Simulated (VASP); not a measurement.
# Cs (I4/mmm) in VASP: further runs, part 2 of 2

VASP 6.6.1. The steps go on from the part before.

## Step 4: Single point, PBE

This run uses another cell than the first one, of 123.95 Å³/atom, 0.962 times its volume.

Input file INCAR:

```
SYSTEM = Cs
ALGO = Normal
EDIFF = 1E-6
ENCUT = 520
GGA = PE
ISIF = 2
ISMEAR = -1
LASPH = .TRUE.
LCHARG = .FALSE.
LREAL = .FALSE.
LWAVE = .FALSE.
NBANDS = 10
NELM = 100
PREC = Accurate
SIGMA = 0.1
```

Input file KPOINTS:

```
k-points
0
G
  6 6 6
  0 0 0
```

Input file POSCAR:

```
Cs
1.0
   -2.7500754600      2.7500754600      4.0972389800
    2.7500754600     -2.7500754600      4.0972389800
    2.7500754600      2.7500754600     -4.0972389800
Cs
1
Direct
    0.0000000000      0.0000000000      0.0000000000
```

Potentials or basis: VASP PAW PBE potentials, release 64 (Cs_sv).

Launch:

```console
$ cat potpaw_PBE.64/Cs_sv/POTCAR > POTCAR
$ mpirun -np 1 vasp_std > vasp.out
```

OUTCAR:

```text
SYSTEM = Cs
   EDIFF = 1E-6
   ENCUT = 520
   GGA = PE
   ISIF = 2
   ISMEAR = -1
   LASPH = .TRUE.
   LREAL = .FALSE.
   NELM = 100
   PREC = Accurate

 ion  position               nearest neighbor table
   1  0.000  0.000  0.000-

  LATTYP: Found a body centered tetragonal cell.
 ALAT       =     5.5001509200
 C/A-ratio  =     1.4898642018

  Lattice vectors:

 A1 = (  -2.7500754600,   2.7500754600,   4.0972389800)
 A2 = (   2.7500754600,  -2.7500754600,   4.0972389800)
 A3 = (   2.7500754600,   2.7500754600,  -4.0972389800)

Analysis of symmetry for initial positions (statically):
=====================================================================
 Subroutine PRICEL returns:
 Original cell was already a primitive cell.

 Routine SETGRP: Setting up the symmetry group for a
 body centered tetragonal supercell.

 Subroutine GETGRP returns: Found 16 space group operations
 (whereof 16 operations were pure point group operations)
 out of a pool of 16 trial point group operations.

The static configuration has the point symmetry D_4h.

Analysis of symmetry for dynamics (positions and initial velocities):
=====================================================================
 Subroutine PRICEL returns:
 Original cell was already a primitive cell.

 Routine SETGRP: Setting up the symmetry group for a
 body centered tetragonal supercell.

 Subroutine GETGRP returns: Found 16 space group operations
 (whereof 16 operations were pure point group operations)
 out of a pool of 16 trial point group operations.

The dynamic configuration has the point symmetry D_4h.

 Subroutine INISYM returns: Found 16 space group operations
 (whereof 16 operations are pure point group operations),
 and found     1 'primitive' translations

----------------------------------------------------------------------------------------

                                     Primitive cell

  volume of cell :     123.9483

  direct lattice vectors                    reciprocal lattice vectors
    -2.750075460  2.750075460  4.097238980     0.000000000  0.181813193  0.122033399
     2.750075460 -2.750075460  4.097238980     0.181813193  0.000000000  0.122033399
     2.750075460  2.750075460 -4.097238980     0.181813193  0.181813193  0.000000000

  length of vectors
     5.649176695  5.649176695  5.649176695     0.218970746  0.218970746  0.257122683

  position of ions in fractional coordinates (direct lattice)
     0.000000000  0.000000000  0.000000000

  ion indices of the primitive-cell ions
   primitive index   ion index
                 1           1

----------------------------------------------------------------------------------------

 KPOINTS: k-points

Automatic generation of k-mesh.
 Grid dimensions read from file:
 generate k-points for:    6    6    6

 Generating k-lattice:

  Cartesian coordinates                     Fractional coordinates (reciprocal lattice)
     0.000000000  0.030302199  0.020338900     0.166666667 -0.000000000  0.000000000
     0.030302199  0.000000000  0.020338900    -0.000000000  0.166666667  0.000000000
     0.030302199  0.030302199  0.000000000     0.000000000  0.000000000  0.166666667

  Length of vectors
     0.036495124  0.036495124  0.042853781

  Shift w.r.t. Gamma in fractional coordinates (k-lattice)
     0.000000000  0.000000000  0.000000000

 Subroutine IBZKPT returns following result:
 ===========================================

 Found     30 irreducible k-points:

 Following reciprocal coordinates:
            Coordinates               Weight
  0.000000  0.000000  0.000000      1.000000
  0.166667 -0.000000  0.000000      8.000000
  0.333333  0.000000  0.000000      8.000000
  0.500000 -0.000000  0.000000      4.000000
  0.166667  0.166667  0.000000      8.000000
  0.333333  0.166667  0.000000     16.000000
[... 16 lines left out ...]
 -0.333333 -0.333333  0.166667      8.000000
 -0.166667 -0.333333  0.166667      8.000000
 [... further k-points ...]
   k-points           NKPTS =     30   k-points in BZ     NKDIM =     30   number of bands    NBANDS=     10
   number of dos      NEDOS =    301   number of ions     NIONS =      1
   total plane-waves  NPLWV =  74088
   dimension x,y,z NGX =    42 NGY =   42 NGZ =   42
   dimension x,y,z NGXF=    84 NGYF=   84 NGZF=   84
   ions per type =               1
   NGX,Y,Z   is equivalent  to a cutoff of  12.36, 12.36, 12.36 a.u.
   NGXF,Y,Z  is equivalent  to a cutoff of  24.72, 24.72, 24.72 a.u.
 SYSTEM =  Cs
   PREC   = accura    normal or accurate (medium, high low for compatibility)
   ISTART =      0    job   : 0-new  1-cont  2-samecut
   ICHARG =      2    charge: 1-file 2-atom 10-const
   ISPIN  =      1    spin polarized calculation?
   LNONCOLLINEAR =      F non collinear calculations
   LSORBIT =      F    spin-orbit coupling
   LASPH  =      T    aspherical Exc in radial PAW
   ENCUT  =  520.0 eV  38.22 Ry    6.18 a.u.  10.50 10.50 10.50*2*pi/ulx,y,z
   NELM   =    100;   NELMIN=  2; NELMDL= -5     # of ELM steps
   EDIFF  = 0.1E-05   stopping-criterion for ELM
   LREAL  =      F    real-space projection
   EDIFFG = 0.1E-04   stopping-criterion for IOM
   NSW    =      0    number of steps for IOM
   IBRION =     -1    ionic relax: 0-MD 1-quasi-New 2-CG
   NFREE  =      0    steps in history (QN), initial steepest desc. (CG)
   ISIF   =      2    stress and relaxation
   ISYM   =      2    0-nonsym 1-usesym 2-fastsym
   POTIM  = 0.5000    time-step for ionic-motion
   TEBEG  =    0.0;   TEEND  =   0.0 temperature during run
   PSTRESS=    0.0 pullay stress
   NELECT =       9.0000    total number of electrons
   NUPDOWN=      -1.0000    fix difference up-down
   EMIN   =  10.00;   EMAX   =-10.00  energy-range for DOS
   EFERMI =   0.00;   METHOD = LEGACY
   ISMEAR =    -1;   SIGMA  =   0.10  broadening in eV -4-tet -1-fermi 0-gaus
   EFERMI_NEDOS =   21; number of points for ismear=-14 and -15
   IALGO  =     38    algorithm
   IMIX   =      4    mixing-type and parameters
     AMIX     =   0.40;   BMIX     =  1.00
     AMIX_MAG =   1.60;   BMIX_MAG =  1.00
  volume/ion in A,a.u.               =     123.95       836.44
  Fermi-wavevector in a.u.,A,eV,Ry     =   0.682981  1.290648  6.346621  0.466463
  Thomas-Fermi vector in A             =   1.762213
   LORBIT       =      0    0 simple, 1 ext, 2 COOP (PROOUT), +10 PAW based schemes
   GGA     = PE    functional components
   LHFCALC =     F    Hartree Fock is set to
   AEXX    =    0.0000 exact exchange contribution
   IVDW    =     0    specifies the selected vdW correction
   LEPSILON=     F    determine dielectric tensor
   LRPA    =     F    only Hartree local field effects (RPA)
 non-spin polarized calculation
  energy-cutoff  :      520.00
  volume of cell :      123.95
 maximum number of plane-waves:      3372
   NGX = 21   NGY = 21   NGZ = 21

 number of electron       9.0000001 magnetization

 Free energy of the ion-electron system (eV)
  ---------------------------------------------------
  ext. energy  EPLUGINS =         0.00000000
  ---------------------------------------------------
  free energy    TOTEN  =        -0.86457698 eV

  energy without entropy =       -0.81705270  energy(sigma->0) =       -0.84081484

 E-fermi :   0.2571     XC(G=0):  -5.2212

 val. band max:        0.2510172881   @ k =  -0.3333   0.3333   0.1667
 cond. band min:       0.2672718115   @ k =   0.5000  -0.0000   0.0000
 fundamental gap:      0.0162545234
 Fermi energy:         0.2570693249

 k-point     1 :       0.0000    0.0000    0.0000
  band No.  band energies     occupation
      1     -23.6217      2.00000
      2     -10.3769      2.00000
      3     -10.3755      2.00000
      4     -10.3755      2.00000
      5      -1.3286      2.00000
      6       2.5781      0.00000
      7       2.7403      0.00000
      8       2.7403      0.00000
      9       3.5223      0.00000
     10       3.8427      0.00000
[... 287 lines left out ...]
 k-point    24 :      -0.1667   -0.3333    0.1667
  band No.  band energies     occupation
      1     -23.6189      2.00000
      2     -10.4369      2.00000
      3     -10.3951      2.00000
      4     -10.3903      2.00000
      5      -0.4615      1.99849
      6       1.7374      0.00000
      7       2.2405      0.00000
      8       3.0111      0.00000
      9       3.3778      0.00000
     10       4.1429      0.00000

 [... further k-points ...]

------------------------ aborting loop because EDIFF is reached ----------------------------------------

  FORCE on cell =-STRESS in cart. coord.  units (eV):
  Direction    XX          YY          ZZ          XY          YZ          ZX
  --------------------------------------------------------------------------------------
  -------------------------------------------------------------------------------------
  Total       -0.0634020     -0.0634020     -0.0808511      0.0000000      0.0000000      0.0000000
  in kB       -0.8195454     -0.8195454     -1.0450956      0.0000000      0.0000000      0.0000000
  external PRESSURE =      -0.8947288 kB  Pullay stress =       0.0000000 kB

 VOLUME and BASIS-vectors are now :
 -----------------------------------------------------------------------------
  energy-cutoff  :      520.00
  volume of cell :      123.95
      direct lattice vectors                 reciprocal lattice vectors
    -2.750075460  2.750075460  4.097238980     0.000000000  0.181813193  0.122033399
     2.750075460 -2.750075460  4.097238980     0.181813193  0.000000000  0.122033399
     2.750075460  2.750075460 -4.097238980     0.181813193  0.181813193  0.000000000

 POSITION                                       TOTAL-FORCE (eV/Angst)
 -----------------------------------------------------------------------------------
      0.00000      0.00000      0.00000        -0.000000      0.000000      0.000000
 -----------------------------------------------------------------------------------
    total drift:                               -0.000000      0.000000      0.000000

  FREE ENERGIE OF THE ION-ELECTRON SYSTEM (eV)
  ---------------------------------------------------
  free  energy   TOTEN  =        -0.8645769821 eV

  energy  without entropy=       -0.8170526989  energy(sigma->0) =       -0.84081484
```

Wall time 15 s (1 thread of Intel Xeon 6975P-C (Granite Rapids), shared host); peak memory 0.24 GiB.

What came out:

- Free energy: -0.8646 eV
- Pressure: -0.1 GPa
- Band gap on the k mesh: none (metal or under the smearing width)

## Step 5: Single point, PBE

This run uses another cell than the first one, of 114.03 Å³/atom, 0.885 times its volume.

Input file INCAR:

```
PREC = Accurate
ENCUT = 520
EDIFF = 1E-7
ISMEAR = -1
SIGMA = 0.1
LREAL = F
LASPH = T
NELM = 100
ALGO = Fast
ISIF = 2
LWAVE = F
LCHARG = F
GGA = PE
NBANDS = 10
```

Input file KPOINTS:

```
Automatic mesh
0
Gamma
  6 6 6
```

Input file POSCAR:

```
Cs
1.0
   -2.6746926637      2.6746926637      3.9849288503
    2.6746926637     -2.6746926637      3.9849288503
    2.6746926637      2.6746926637     -3.9849288503
Cs
1
Direct
    0.0000000000      0.0000000000      0.0000000000
```

Launch:

```console
$ cat potpaw_PBE.64/Cs_sv/POTCAR > POTCAR
$ mpirun -np 1 vasp_std > vasp.out
```

It took 20 s on 1 thread of Intel Xeon 6975P-C (Granite Rapids), shared host; peak memory 0.24 GiB.

It converged, with:

- Free energy: -0.8652 eV
- Pressure: 0.1 GPa
- Band gap on the k mesh: none (metal or under the smearing width)

Levels at points of the mesh, in eV from the Fermi level:
| k point | band 1 | band 2 | band 3 | band 4 | band 5 | band 6 | band 7 | band 8 | band 9 | band 10 |
| --- | --- | --- | --- | --- | --- | --- | --- | --- | --- | --- |
| (0.00, 0.00, 0.00) | -23.83 | -10.58 | -10.58 | -10.58 | -1.67 | 2.36 | 2.53 | 2.53 | 3.38 | 3.72 |
| (0.50, 0.00, 0.00) | -23.83 | -10.72 | -10.60 | -10.59 | -0.02 | 0.79 | 2.21 | 2.45 | 4.29 | 4.38 |
| (0.50, 0.50, 0.00) | -23.82 | -10.71 | -10.64 | -10.62 | 0.31 | 1.03 | 1.56 | 3.91 | 4.07 | 4.21 |
| (0.50, 0.50, 0.50) | -23.83 | -10.71 | -10.62 | -10.62 | 0.21 | 1.12 | 1.27 | 4.22 | 4.25 | 4.43 |

The run has no spin-orbit coupling, so splittings on Cs are missing.

## Step 6: The runs side by side

```csv
cell,gap on the mesh (eV),pressure (GPa)
"I4/mmm, 128.91 Å³/atom",none,-0.1
"I4/mmm, 109.07 Å³/atom",none,0.2
"I4/mmm, 123.95 Å³/atom",none,-0.1
"I4/mmm, 114.03 Å³/atom",none,0.1
```

Alike in all rows: task single point; level PBE; potentials or basis VASP PAW PBE potentials, release 64 (Cs_sv); no spin polarisation; k mesh 6 × 6 × 6; cutoff (eV) 520; smearing fermi-dirac 0.1 eV.

Every run on the cell as given and a fine mesh finds a metal.

Absolute energies hang on the potentials; compare differences alone.
